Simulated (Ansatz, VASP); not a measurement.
Two plane-wave programs on I

File INCAR:

```
SYSTEM = I
PREC = Accurate ; ENCUT = 520
EDIFF = 1E-6 ; ISMEAR = -1
SIGMA = 0.1 ; LREAL = .False.
LASPH = .True. ; NELM = 100
ALGO = Normal ; ISIF = 2
LWAVE = .False. ; LCHARG = .True.
GGA = PE ; LELF = .True.
LVHAR = .True. ; NBANDS = 10
```

The input KPOINTS:

```
regular mesh
0
Gamma
  13 13 13
  0 0 0
```

The input POSCAR:

```
I
1.0
   -1.5961884404      1.5961884404      1.5961884404
    1.5961884404     -1.5961884404      1.5961884404
    1.5961884404      1.5961884404     -1.5961884404
I
1
Direct
    0.0000000000      0.0000000000      0.0000000000
```

Input for Ansatz:

```yaml
crystal:
  lattice:
    - [-1.5961884404, 1.5961884404, 1.5961884404]
    - [1.5961884404, -1.5961884404, 1.5961884404]
    - [1.5961884404, 1.5961884404, -1.5961884404]
  atoms:
    - { symbol: I, position: [0.0, 0.0, 0.0] }
kpoints:
  mp_grid: { grid: [13, 13, 13] }
scf:
  occupations: { method: fermi_dirac, width: 0.1 }
hamiltonian:
  xc: pbe
  pseudopotentials: { kind: paw }
output:
  forces: true
  stress: true
  eigenvalues: true
  populations: true
  write_density: true
  write_potential: true
  elf: true
  volumetric_format: npy
```

Change from the starting cell: volume scaled by 0.45, PAW files.

Alike in both runs: task single point; functional PBE; k mesh 13 × 13 × 13; occupations fermi-dirac, width 0.1 eV; no spin polarisation.

|  | VASP | Ansatz |
| --- | --- | --- |
| version | VASP 6.6.1 | Ansatz 0.2.0 |
| potentials or method | VASP PAW PBE potentials, release 64 (I) | PAW with Ansatz's default frozen-core files, scalar-relativistic |
| plane-wave cutoff (eV) | 520 | 420 |
| valence electrons in the cell | 7 | 17 |

```tsv
	VASP	Ansatz	Ansatz less VASP
pressure (GPa)	134.6	135.1	+0.47
```

With one functional, cell and mesh, what is left measures potentials, basis and numerics. The two sets of potentials don't hold the same shells in valence.

Caveats: the cell as given lies far from equilibrium; so large a pressure means that the cell lies far from this level's equilibrium, or that cutoff or potentials fall short (VASP); an odd number of electrons without spin polarisation forces a metal; a magnetic or distorted state may lie lower. Spin-orbit coupling is left out, which matters for the levels of I.
